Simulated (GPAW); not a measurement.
Fe:

```
CELL_PARAMETERS angstrom
-1.44300 1.44300 1.44300
1.44300 -1.44300 1.44300
1.44300 1.44300 -1.44300
ATOMIC_POSITIONS crystal
Fe 0.00000 0.00000 0.00000
```

Program: GPAW 26.7.0. Alike in all runs: spin collinear, ferromagnetic start; cell as given; k mesh 13 × 13 × 13; cutoff (eV) 600.

**Question.** Order these runs on this cell by their pressure, lowest first.
A. level PBE; potentials or basis GPAW PAW data sets (gpaw-data 1.2.1), pw; smearing gaussian 0.011 eV
B. level BLYP; potentials or basis PAW data sets generated in the run's folder for this functional, pw; smearing fermi-dirac 0.05 eV; band path GHNGPH,PN; band points 60; eigensolver davidson
C. level LDA; potentials or basis the program's PAW data sets (release 1.2.1) made for this functional, pw; smearing fermi-dirac 0.05 eV; band path GHNGPH,PN; band points 60
D. level RPBE; potentials or basis the program's PAW data sets (release 1.2.1) made for this functional, pw; smearing fermi-dirac 0.05 eV; band path GHNGPH,PN; band points 100
E. level PBE+U; potentials or basis GPAW PAW data sets (gpaw-data 1.2.1), pw; U Fe d U = 4 eV; smearing methfessel-paxton 0.1 eV; smearing order 1; older calculator (legacy_gpaw) yes

**Answer.** C (-25.5 GPa), A (-8.1 GPa), B (-3.1 GPa), D (-1.3 GPa), E (17.1 GPa).

Caveats: this smearing can pin the Fermi level at a band edge (some runs); the U is typed as a test and isn't derived for this compound (some runs); so large a pressure means that the cell lies far from this level's equilibrium, or that cutoff or potentials fall short (some runs).
